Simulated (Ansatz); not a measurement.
Program: Ansatz. Geometries: PBE0-D4/def2-TZVP. ΔE: electronic, gas phase. CCSD(T)/CBS adds triple-zeta CCSD(T) − MP2 to the extrapolated MP2 energy (def2 sets, frozen cores). This one scheme is used for every species. Functionals use def2-TZVPP. One conformer a species, not always the lowest.

`N=C([SiH3])S` + `NC(N)=O` → `NC(=O)N[SiH3]` + `N=CS`  (ligand exchange at the Si–C bond)

```json
{"species": "`N=C([SiH3])S`", "r2SCAN energy (Eh)": "-783.47390"}
{"species": "`NC(N)=O`", "r2SCAN energy (Eh)": "-225.25355"}
{"species": "`NC(=O)N[SiH3]`", "r2SCAN energy (Eh)": "-515.94782"}
{"species": "`N=CS`", "r2SCAN energy (Eh)": "-492.80198"}
```

(1) Work out ΔE.

Largest T1 diagnostic among the species: 0.014.

Results:

(1) ΔE = (-515.94782) + (-492.80198) − (-783.47390) − (-225.25355) = -0.02235 Eh = -58.7 kJ/mol. CCSD(T)/CBS gives -61.4 kJ/mol.

From PBE to PBE0 (25 % exact exchange), in def2-TZVPP and without D4, ΔE moves by −5.9 kJ/mol. In def2-TZVPP, CCSD(T) changes the Hartree–Fock value by +11.5 kJ/mol (the triples alone add +2.6 kJ/mol) and MP2 by +9.7 kJ/mol.
